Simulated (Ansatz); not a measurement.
Wanted: the native input for an Ansatz 0.2.0 run.

```yaml
Task: band structure
Functional: LDA
Potentials_or_basis: all-electron LAPW, scalar-relativistic
Cutoff: 392 eV (chosen from the basis error)
Basis_error_allowed: 0.001 eV/atom
k_mesh: 9 × 9 × 9
Occupations: fermi-dirac, width 0.05 eV
Spin: no spin polarisation
```

Crystal: HfN.

```xyz
2
Lattice="0.0000 2.4548 2.4548 2.4548 0.0000 2.4548 2.4548 2.4548 0.0000" Properties=species:S:1:pos:R:3 pbc="T T T"
Hf    0.0000    0.0000    0.0000
N     1.2274    1.2274    1.2274
```

The cell comes from a database or a generator and needn't be the stable form of this composition.

One way to write it, as run:

input.yaml

```yaml
crystal:
  lattice:
    - [0.0, 2.454822, 2.454822]
    - [2.454822, 0.0, 2.454822]
    - [2.454822, 2.454822, 0.0]
  atoms:
    - { symbol: Hf, position: [0.0, 0.0, 0.0] }
    - { symbol: "N", position: [0.25, 0.25, 0.25] }
kpoints:
  mp_grid: { grid: [9, 9, 9] }
  band_path:
    path:
      - [0.0, 0.0, 0.0]
      - [0.5, 0.0, 0.5]
      - [0.5, 0.25, 0.75]
      - [0.375, 0.375, 0.75]
      - [0.0, 0.0, 0.0]
      - [0.5, 0.5, 0.5]
      - [0.625, 0.25, 0.625]
      - [0.5, 0.25, 0.75]
    npoints: 8
scf:
  occupations: { method: fermi_dirac, width: 0.05 }
hamiltonian:
  xc: lda
  pseudopotentials: { kind: all_electron, lapw: { basis_error: 0.001 } }
output:
  forces: true
  stress: true
  eigenvalues: true
```

Potentials or basis: all-electron LAPW, scalar-relativistic.

Command:

```console
$ ansatz run input.yaml --threads 1 --pin off --max-ram 3072MiB --backend cpu --events-out ev --progress --plain --runs-dir out
```

Results of the run:

```yaml
Pressure: -9.6 GPa
Band_gap_along_the_path: none (metal or under the smearing width)
```

Caveat: spin-orbit coupling is left out, which moves the levels of the heavy elements.

Run time: 22 s on 1 thread of AMD EPYC 7R43 64-Core Processor (Zen 3) (shared host), peak memory 0.35 GiB.
